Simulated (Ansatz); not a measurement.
## Lattice dynamics of LiBr (Fm-3m)

How does LiBr (Fm-3m) vibrate, and is this structure a minimum?

Main program and level: Ansatz 0.2.0; DFT PBE, scalar-relativistic, plane waves, PAW.

### 1. The structure

It takes space group Fm-3m (No. 225, cubic). The conventional cell has a = 5.501 Å, b = 5.501 Å, c = 5.501 Å, α = 90.00°, β = 90.00°, γ = 90.00°. Nearest to Li lie 6 Br at 2.75 Å. Nearest to Br lie 6 Li at 2.75 Å. Farther neighbours and most contacts between anions are not listed.

### 2. Relaxation

Harmonic phonons are second derivatives at a point where the forces vanish, and they are wanted at zero stress, so atoms and cell are relaxed first.

File input.yaml:

```yaml
crystal:
  lattice:
    - [0.0, 2.75065, 2.75065]
    - [2.75065, 0.0, 2.75065]
    - [2.75065, 2.75065, 0.0]
  atoms:
    - { symbol: Li, position: [0.0, 0.0, 0.0] }
    - { symbol: Br, position: [0.5, 0.5, 0.5] }
kpoints:
  mp_grid: { grid: [8, 8, 8] }
hamiltonian:
  xc: pbe
scf:
  occupations: { method: gaussian, width: 0.02 }
output:
  forces: true
  stress: true
  eigenvalues: true
relax:
  adjacent_minimum: "off"
  f_tol: 0.005
  max_steps: 80
  cell: { stress_tol: 0.05 }
```

Started as:

```
$ ansatz run input.yaml --threads 4 --pin off --max-ram 7168MiB --backend cpu --events-out ev --progress --plain --runs-dir out
```

Numbers of over 12 decimals in the logs are rounded to 6 here.

The program printed:

```text
Engine: ansatz 0.2.0, aarch64-unknown-linux-gnu
Pseudopotentials: kind: paw
Pseudopotential: Li, paw, valence charge 3, recommended cutoff 420 eV (normal), Li.paw.azcp
Pseudopotential: Br, paw, valence charge 7, recommended cutoff 420 eV (normal), Br.paw.azcp
Functional definition: PBE
  parameter kappa = 0.804
  parameter beta = 0.066725
  exchange = pbe_x(kappa = kappa, mu = beta*pi^2/3)
  correlation = pbe_c(beta = beta)
Crystal: 2 atoms, lattice volume = 41.623 Å³
Basis set: ecut = 420 eV, 869 PW (Γ), exchange–correlation on 54×54×54 points (8 copies of the dense FFT grid, shifted against one another)
Bands: 9, of which v1, the nominal top of the filled ones, is band 5 counted from 1 (4 counted from 0)
Symmetry: 48 space group operations
Space group: Fm-3m (ITA 225), of the structure as read, at distance tolerance 3.5e-5 Å
k-points: 29 of 512
Non-local potential: Li, projectors of the file, l = 0: 3, l = 1: 2, l = 2: 1
Non-local potential: Br, projectors of the file, l = 0: 2, l = 1: 2, l = 2: 2
PAW form: soft (Blöchl's): semilocal exchange-correlation on the pseudo side does not see the compensation charge
PAW one-centre angular grid: Li, 110 points (default); XC on 64 Gauss nodes
PAW one-centre angular grid: Br, 110 points (default); XC on 64 Gauss nodes
Initial density: superposition of atomic densities (neutral atoms: chi_scale 0, normalization atom), corrected by the library's trained network
Initial wavefunctions: pseudopotential atomic-orbital guess
Functional: x = pbe(κ = 0.804, μ = 0.219515), c = pbe(β = 0.066725)
SCF iter   1: F=—  HF=-2990.959294 eV  |F-HF|=—  |Δ(HF+E_count)|=         —  Δρ=3.07e-4  dr2=5.88e-5  ethr=1.77e-3  ⟨swp⟩=7.5  Hψ=1998  notcnv=0
preconditioner: auto → none  [insulator: Δε(μ)=4.935 eV  Ē_g=12.922 eV  σ=0.020 eV  W_gap=1.00  n_scr=8 (ndim 8)  ℏωp=16.3 eV  f_vac=0.000  D(μ)=0.00/eV (n_scr^D=0)  ε∞_Penn≈2.6]
SCF iter   2: F=—  HF=-2990.959353 eV  |F-HF|=—  |Δ(HF+E_count)|=   5.83e-5  Δρ=2.11e-4  dr2=3.19e-5  ethr=5.88e-7  ⟨swp⟩=3.1  Hψ=751  notcnv=0
SCF iter   3: F=—  HF=-2990.959369 eV  |F-HF|=—  |Δ(HF+E_count)|=   1.62e-5  Δρ=3.16e-4  dr2=7.09e-5  ethr=3.19e-7  ⟨swp⟩=2.0  Hψ=377  notcnv=0
SCF iter   4: F=—  HF=-2990.959349 eV  |F-HF|=—  |Δ(HF+E_count)|=   2.00e-5  Δρ=1.57e-4  dr2=1.74e-5  ethr=3.19e-7  ⟨swp⟩=2.2  Hψ=375  notcnv=0
SCF iter   5: F=—  HF=-2990.959343 eV  |F-HF|=—  |Δ(HF+E_count)|=   6.19e-6  Δρ=3.65e-5  dr2=9.37e-7  ethr=1.74e-7  ⟨swp⟩=2.3  Hψ=376  notcnv=0
SCF iter   6: F=-2990.959342 eV  HF=-2990.959342 eV  |F-HF|=1.53e-8  |Δ(HF+E_count)|=   3.41e-7  Δρ=5.58e-6  dr2=2.13e-8  ethr=1.00e-9  ⟨swp⟩=3.4  Hψ=1010  notcnv=0
SCF 1 converged in 6 iterations: F = -2990.959342 eV  dr2 = 2.13e-8
  greatest PAW one-centre occupation: 1.000 electrons in one spin orbital (limit 2), on the Li atom at site 0 (counted from 0), in its partial waves of l = 0
relax step   1: F+E_penalty+E_count = -2990.95934239 eV  Δ(F+E_penalty+E_count) = +0.000e0 eV  max|allowed force component| = 2.051e-29 eV/Å  Δτ_max = 0.0000 Å  P = +0.137 GPa  Ω = 41.623 Å³  (6 SCF iters, dr2 threshold 1.00e-7 eV, accepted)
Crystal: 2 atoms, lattice volume = 41.839 Å³
Initial density: handed on by an earlier stage of this run
Initial wavefunctions: those handed on with the density
iter 1 solved again at ethr=7.04e-8 eV; its pass at ethr=3.10e-3 eV (dr2=7.04e-6 eV) is discarded
SCF iter   1: F=—  HF=-2990.959419 eV  |F-HF|=—  |Δ(HF+E_count)|=         —  Δρ=1.03e-4  dr2=7.75e-6  ethr=7.04e-8  ⟨swp⟩=3.3  Hψ=2333  notcnv=0
preconditioner: auto → none  [insulator: Δε(μ)=4.918 eV  Ē_g=12.903 eV  σ=0.020 eV  W_gap=1.00  n_scr=8 (ndim 8)  ℏωp=16.2 eV  f_vac=0.000  D(μ)=0.00/eV (n_scr^D=0)  ε∞_Penn≈2.6]
SCF iter   2: F=—  HF=-2990.959426 eV  |F-HF|=—  |Δ(HF+E_count)|=   7.76e-6  Δρ=4.62e-5  dr2=1.24e-6  ethr=7.04e-8  ⟨swp⟩=2.0  Hψ=403  notcnv=0
SCF iter   3: F=—  HF=-2990.959426 eV  |F-HF|=—  |Δ(HF+E_count)|=   4.48e-7  Δρ=9.84e-6  dr2=5.49e-8  ethr=1.24e-8  ⟨swp⟩=2.0  Hψ=366  notcnv=0
SCF iter   4: F=-2990.959426 eV  HF=-2990.959426 eV  |F-HF|=8.88e-10  |Δ(HF+E_count)|=   2.38e-9  Δρ=1.58e-6  dr2=8.76e-10  ethr=4.70e-10  ⟨swp⟩=5.7  Hψ=1095  notcnv=0
SCF 2 converged in 4 iterations: F = -2990.959426 eV  dr2 = 8.76e-10
relax step   2: F+E_penalty+E_count = -2990.95942583 eV  Δ(F+E_penalty+E_count) = -8.343e-5 eV  max|allowed force component| = 5.029e-30 eV/Å  Δτ_max = 0.0000 Å  P = +0.003 GPa  Ω = 41.839 Å³  energy of the carried Pulay correction = -1.041e-5 eV  (4 SCF iters, dr2 threshold 4.70e-8 eV, accepted)
Initial wavefunctions: pseudopotential atomic-orbital guess (no wavefunctions were taken with the density)
iter 1 solved again at ethr=2.90e-5 eV; its pass at ethr=3.10e-3 eV (dr2=2.90e-3 eV) is discarded
SCF iter   1: F=—  HF=-2990.959409 eV  |F-HF|=—  |Δ(HF+E_count)|=         —  Δρ=3.67e-5  dr2=1.65e-8  ethr=2.90e-5  ⟨swp⟩=2.1  Hψ=2503  notcnv=0
eigensolver tolerance schedule: the retry pair's looser diagonalisation over-reported the residual by 176206.53 of it (diagonalisation noise at an unbounded share of the residual, at the tolerance the schedule requests for it); recorded, not acted on — ethr = c·dr2/N_el stays at c = 1.0e-1
preconditioner: auto → none  [insulator: Δε(μ)=4.915 eV  Ē_g=12.901 eV  σ=0.020 eV  W_gap=1.00  n_scr=8 (ndim 8)  ℏωp=16.2 eV  f_vac=0.000  D(μ)=0.00/eV (n_scr^D=0)  ε∞_Penn≈2.6]
SCF iter   2: F=—  HF=-2990.959435 eV  |F-HF|=—  |Δ(HF+E_count)|=   2.54e-5  Δρ=1.83e-5  dr2=4.74e-9  ethr=1.65e-10  ⟨swp⟩=4.0  Hψ=638  notcnv=0
SCF iter   3: F=—  HF=-2990.959437 eV  |F-HF|=—  |Δ(HF+E_count)|=   2.30e-6  Δρ=8.30e-6  dr2=9.69e-10  ethr=4.74e-11  ⟨swp⟩=2.5  Hψ=404  notcnv=0
SCF iter   4: F=-2990.959438 eV  HF=-2990.959438 eV  |F-HF|=4.55e-12  |Δ(HF+E_count)|=   5.93e-7  Δρ=1.62e-7  dr2=1.84e-11  ethr=1.00e-12  ⟨swp⟩=5.9  Hψ=1649  notcnv=0
SCF 3 converged in 4 iterations: F = -2990.959438 eV  dr2 = 1.84e-11
relax step   3: F+E_penalty+E_count = -2990.95943763 eV  Δ(F+E_penalty+E_count) = -1.181e-5 eV  max|allowed force component| = 5.838e-30 eV/Å  Δτ_max = 0.0000 Å  P = +0.002 GPa  Ω = 41.839 Å³  stress off target by 2.20e-3 GPa  SCF on the basis re-selected at this cell (its energy is not comparable with the rows above)  (4 SCF iters)
basis re-selected at this cell: Δ(F+E_penalty+E_count) = -1.181e-5 eV, ΔP = -0.000 GPa vs the last step (what re-selecting the basis moved, of the pressure what is left beyond the Pulay correction that the steps carried, after the strain that the cell walked since its last selection, with what the two solves' SCF thresholds leave and, on support functions, any second-order correction that the steps lacked; it is no m [...]
SCF converged after 4 iterations
Free energy (F): -2990.959438 eV
Harris-Foulkes:  -2990.959438 eV  (|F-HF|=4.55e-12)
Internal energy: -2990.959438 eV  (E = F + TS)
E sigma→0 (E₀):  -2990.959438 eV
Fermi energy:    4.452564 eV
--- Per-component energies (eV) ---
  E_band       = -102.539163
  E_kinetic    = 155.557384
  E_local      = -313.132732  (includes V_loc(G=0)·N_el)
  E_nonlocal   = 37.098103
  E_hartree    = 80.276205
  E_xc         = -275.912504
  E_vxc        = -118.272850  (∫ρ·V_xc dr)
  E_paw        = -2267.624630  (= ΣΔE_a)
  E_vpaw       = -24.341549  (= ΣTr[D̂ρ^β])
  E_aug_tail   = 0.000023  (compensation charges beyond the density's cutoff)
  E_ewald      = -407.221287
  E_smearing   = -0.000000  (= −TS)
  E_closure    = -0.000000  (closes the sum)
  Σ components = -2990.959438   (vs F -2990.959438, Δ=0.00e0)
--- Forces (eV/Å), atoms counted from 1 ---
  atom   1  Li    -0.00000000     0.00000000    -0.00000000
  atom   2  Br     0.00000000    -0.00000000    -0.00000000
  max |Σ_I F_I| component: 1.15e-29 eV/Å
--- Stress (GPa, compression-positive) ---
        0.002200      -0.000000      -0.000000
       -0.000000       0.002200      -0.000000
       -0.000000      -0.000000       0.002200
  P = ⅓ Tr σ = 0.0022 GPa (0.022 kbar)
--- Band table (eV; the first three rows and the last of 29) ---
  k-point 0: bands = ["-42.4001", "-11.4197", "1.9948", "1.9948", "1.9948", "6.9102", "12.5040", "12.5040", "12.5040"]
  k-point 1: bands = ["-42.3999", "-11.3572", "1.4149", "1.9530", "1.9530", "7.4361", "11.7559", "12.3146", "12.3146"]
  k-point 2: bands = ["-42.3996", "-11.1992", "0.3335", "1.8578", "1.8578", "7.9496", "11.1887", "11.1887", "11.7111"]
  k-point 28: bands = ["-42.3988", "-10.7726", "-0.1236", "-0.1236", "0.8657", "9.9879", "10.5554", "11.4332", "11.4332"]
--- Relaxed structure (2 steps of the walk, 2 accepted, 1 SCFs on fresh bases) ---
  F+E_penalty+E_count = -2990.95943763 eV   max|allowed force component| = 5.838e-30 eV/Å   (the final SCF, on the basis selected at the relaxed cell)
  cell:  # Å, volume = 41.8394 Å³
    - [0.0, 2.755404, 2.755404]
    - [2.755404, 0, 2.755404]
    - [2.755404, 2.755404, 0]
  atoms:
    - { symbol: Li, position: [0, 0, 0] }
    - { symbol: Br, position: [0.5, 0.5, 0.5] }
```

The job ended after 0.86 s (4 threads of Arm Neoverse V2, shared host; peak memory 0.29 GiB; 2.6 s of CPU time).

Relaxation path:

| step | energy less that of the first step (eV) | largest force component (eV/Å) | pressure (GPa) | volume (Å³) |
| --- | --- | --- | --- | --- |
| 1 | 0.0000 | 0.0000 | 0.14 | 41.62 |
| 2 | -0.0001 | 0.0000 | 0.00 | 41.84 |
| 3* | -0.0001 | 0.0000 | 0.00 | 41.84 |

Relaxation steps marked * repeat the geometry before them on a plane-wave basis chosen anew for their cell, so energy and pressure can jump there.

Forces are held to the 48 operations that the run works with; a distortion that breaks them can't arise in this run.

| conventional cell, symmetrised | before | after | change |
| --- | --- | --- | --- |
| a (Å) | 5.501 | 5.511 | +0.2 % |
| b (Å) | 5.501 | 5.511 | +0.2 % |
| c (Å) | 5.501 | 5.511 | +0.2 % |
| volume (Å³/atom) | 20.81 | 20.92 | +0.5 % |

Final coordinates:

```xyz
2
Lattice="0.0000 2.7554 2.7554 2.7554 0.0000 2.7554 2.7554 2.7554 0.0000" Properties=species:S:1:pos:R:3 pbc="T T T"
Li    0.0000    0.0000    0.0000
Br    2.7554    2.7554    2.7554
```

Numbers from this step:

* pressure: 0.002200 GPa
* gap on the k-mesh: 4.915 eV
* volume per atom: 20.92 Å³
* direct gap on mesh: 4.915 eV

In this step the volume went from 20.81 to 20.92 Å³/atom.

### 3. Relaxing to small forces for the phonons

Phonons need a cell at rest on their own settings, so the relaxation is repeated with tight tolerances on forces and stress on the k mesh and occupations of the first response run.

File input.yaml:

```yaml
crystal:
  lattice:
    - [0.0, 2.7554040619, 2.7554040619]
    - [2.7554040619, 0.0, 2.7554040619]
    - [2.7554040619, 2.7554040619, 0.0]
  atoms:
    - { symbol: Li, position: [0.0, 0.0, 0.0] }
    - { symbol: Br, position: [0.5, 0.5, 0.5] }
kpoints:
  mp_grid: { grid: [8, 8, 8] }
hamiltonian:
  xc: pbe
scf:
  occupations: { method: fixed }
output:
  forces: true
  stress: true
  eigenvalues: true
  write_density: true
  write_potential: true
  elf: true
  volumetric_format: npy
relax:
  adjacent_minimum: "off"
  f_tol: 0.001
  max_steps: 60
  cell: { stress_tol: 0.01 }
```

The program printed:

```text
[...]
Crystal: 2 atoms, lattice volume = 41.839 Å³
Basis set: ecut = 420 eV, 869 PW (Γ), exchange–correlation on 54×54×54 points (8 copies of the dense FFT grid, shifted against one another)
Bands: 9, of which v1, the nominal top of the filled ones, is band 5 counted from 1 (4 counted from 0)
Symmetry: 48 space group operations
[...]
k-points: 29 of 512
[...]
P = ⅓ Tr σ = 0.0022 GPa (0.022 kbar)
--- Band table (eV; the first three rows and the last of 29) ---
[...]
--- Relaxed structure (1 steps of the walk, 1 accepted, 1 SCFs on fresh bases) ---
[...]
cell:  # Å, volume = 41.8394 Å³
    - [0.0, 2.7554040619, 2.7554040619]
    - [2.7554040619, 0.0, 2.7554040619]
    - [2.7554040619, 2.7554040619, 0.0]
  atoms:
    - { symbol: Li, position: [0.0, 0.0, 0.0] }
    - { symbol: Br, position: [0.5, 0.5, 0.5] }
[key lines of the parts left out:]
SCF converged after 8 iterations
Free energy (F): -2990.959438 eV
Fermi energy:    1.994795 eV
```

The job ended after 0.68 s (4 threads; peak memory 0.29 GiB; 2 s of CPU time).

Little changed from the start: no atom moved by 0.005 Å and no cell edge by 0.1 %.

This step gave:

```
pressure : 0.002196 GPa
```

Electrostatic potential energy in the ac plane of the conventional cell at fractional y = 0.000, with atoms of Li and Br within 0.2 Å of it. With pseudopotentials it is smooth inside the atoms' cores, unlike the true potential.

Values in eV, 15 rows by 15 columns, each cell a mean:
```
-27 -14   1   5   3 -17 -58 -71 -67 -36  -1   5   3  -6 -23
 -9  -2   4   6   5  -2 -26 -45 -37 -11   3   6   5   1  -6
  3   4   6   7   7   5   0  -4  -2   3   6   7   6   5   3
  5   6   7   7   7   7   5   5   5   6   7   7   7   6   5
 -3   1   5   7   7   6   4   3   4   5   7   7   6   3  -1
-42 -23  -1   5   6   4  -2  -8  -5   2   5   6   3 -11 -36
-70 -55 -14   4   5   0 -14 -27 -21  -5   4   5  -2 -37 -67
-72 -62 -19   3   4  -1 -19 -34 -27  -8   3   5  -4 -45 -71
-63 -43  -8   4   5   2  -9 -19 -14  -2   4   5   0 -26 -58
-21  -8   3   6   6   5   2  -1   0   4   6   7   5  -2 -17
  3   4   6   7   7   6   5   4   5   6   7   7   7   5   3
  5   5   6   7   7   6   4   3   4   5   7   7   7   6   5
  0   2   5   6   6   3  -8 -19 -14  -1   5   7   6   4   1
-17  -7   2   5   4  -8 -43 -62 -55 -23   1   6   4  -2 -14
-33 -17   0   5   3 -21 -63 -72 -70 -42  -3   5   3  -9 -27
```
Columns run along a (5.5 Å; values clipped at the 3rd and 97th percentile), rows up along c (5.5 Å), edges of the conventional cell, whose origin can differ from the input's. Atoms in or near the plane, at fractional coordinates: Li at (0.00, 0.00), Li at (0.50, 0.50), Br at (0.50, 0.00), Br at (0.00, 0.50).

Valence density in the ac plane of the conventional cell at fractional y = 0.000, with atoms of Li and Br within 0.2 Å of it. It is the smooth field of the valence electrons, not physical close to the nuclei.

Ten steps, logarithmic in the rise over the least value, from '_' (0.0 e/Å³) to '@' (7.1 e/Å³), each cell a mean:
```
%%++__..--++++==++++==::__::%%
--..____::==++++++++--..____::
________..::======--::________
::....____..::::::..______..::
====::..________________::--==
++++==::____..--::____..--++++
==++++--..__++%%##::__::==++++
--++++--....##@@%%--__::==++==
++++++--..__--##++..__::==++++
++++--..______..______..::==++
----::______......______..::--
....______..------::..______..
________::--++++++==::..______
**--__..--++++++++++==..__..++
@@**__..--++++--==++==::__--%%
```
Columns run along a (5.5 Å), rows up along c (5.5 Å), edges of the conventional cell, whose origin can differ from the input's. Atoms in or near the plane, at fractional coordinates: Li at (0.00, 0.00), Li at (0.50, 0.50), Br at (0.50, 0.00), Br at (0.00, 0.50).

ELF in the ac plane of the conventional cell at fractional y = 0.000, with atoms of Li and Br within 0.2 Å of it. It is the smooth field of the valence electrons, not physical close to the nuclei.

Ten even steps from '0' (0.33 × 1e-1) to '9' (9.80 × 1e-1), each cell a mean:
```
940488402786118
200268867874001
110037888751001
653003676410146
886300111001578
788620011004787
158730497116872
048840699117860
378730264016884
887510000003788
875101343200368
431015787630024
000157888863000
520378745885104
950488301786129
```
Columns run along a (5.5 Å), rows up along c (5.5 Å), edges of the conventional cell, whose origin can differ from the input's. Atoms in or near the plane, at fractional coordinates: Li at (0.00, 0.00), Li at (0.50, 0.50), Br at (0.50, 0.00), Br at (0.00, 0.50).

The forces vanish by symmetry and the pressure is 0.002 GPa, within the tolerances set. The cell now holds 20.92 Å³/atom.

[end of part 1 of 3]

[Logs are printed without paths, hosts, clocks, repeated set-up lines and the standing remarks that a program may print on its own settings, such as how far it seeks lower states.]

[Hosts, paths, dates, database ids (printed as entryN), source tags and the programs' standing remarks are cut or masked in the printed files.]
